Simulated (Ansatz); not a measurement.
Squeezing CdSe (rocksalt type)

```
Cd Se
1.0
     0.00000    2.86927    2.86927
     2.86927    0.00000    2.86927
     2.86927    2.86927    0.00000
Cd Se
1 1
Cartesian
  0.0000 0.0000 0.0000
  2.8693 2.8693 2.8693
```

The cell comes from a relaxation on PAW files under the same functional, begun from a prototype that needn't be the stable phase.

Its volume is scaled at fixed shape and fractional positions.

Level of theory: DFT with PBE, scalar-relativistic, in Ansatz 0.2.0; a Γ-centred 14×14×14 k mesh, Fermi–Dirac smearing of 0.08 eV, no spin polarisation. LAPW: all electrons, basis error target 1 meV/atom; PAW: frozen-core files, cutoff 420 eV; crystal datasets: all electrons, by PAW datasets that the program makes for each cell; norm-conserving: pseudopotentials, cutoff 1170 eV.

Energies are extrapolated to zero smearing and count from the unscaled cell; pressure is positive in compression; gaps take the mesh and a band path. No temperature or zero-point motion is included.

The structure type is held throughout; the real material can change phase at far lower pressure.

```csv
V/V0,V (Å³/atom),P LAPW (GPa),ΔE LAPW (eV/atom),P PAW − LAPW (GPa),ΔE PAW − LAPW (meV/atom)
1.00,23.62,-0.03,0.000,0.00,0.0
0.95,22.44,3.44,0.012,0.00,0.0
0.85,20.08,14.36,0.135,0.00,0.1
0.75,17.72,34.3,0.479,-0.02,-0.1
0.65,15.35,72.3,1.234,-0.05,-0.6
0.55,12.99,149.0,2.797,-0.06,-1.3
0.45,10.63,319.0,6.071,-0.01,-1.9
0.40,9.45,480.7,?,0.05,-1.8
```

What belongs in the row "0.40", column "ΔE LAPW (eV/atom)"?

8.972.

Fit the Vinet equation to the LAPW pressures over the whole range, with residuals weighted by 1/(|P| + 0.03·Pmax).

V0 = 23.67 Å³/atom, B0 = 54.7 GPa and B0′ = 5.51, and the fit misses no point by more than 5.7 GPa. A fit over so wide a range pins B0 less well than one near rest.

From the table, what is the rise of the enthalpy H = E + pV up to the last row, and how stiff is the crystal between the last two rows?

ΔH = 8.972 eV + (480.7 GPa × 9.45 Å³ + 0.03 GPa × 23.62 Å³) × 0.006242 eV/(GPa·Å³) = 37.33 eV/atom, of which pV makes 76 %. The mean bulk modulus there is −ΔP/Δln V = 1370 GPa.

At the smallest volume, how far do crystal datasets and norm-conserving lie from LAPW in pressure?

crystal datasets: +0.01 GPa; norm-conserving: -0.36 GPa, on a LAPW pressure of 480.7 GPa.

How do the Löwdin populations by LAPW change from the unscaled cell to the last row?

Cd 4s 2.00 → 1.96, Cd 5s 0.82 → 0.75, Cd 4d 9.98 → 9.86, Se 4s 1.93 → 1.79, Se 4p 5.09 → 5.30 electrons an atom. These are projections on the shells that the free atoms fill; 0.17 e a cell lies outside them at the start and 0.37 e at the end.
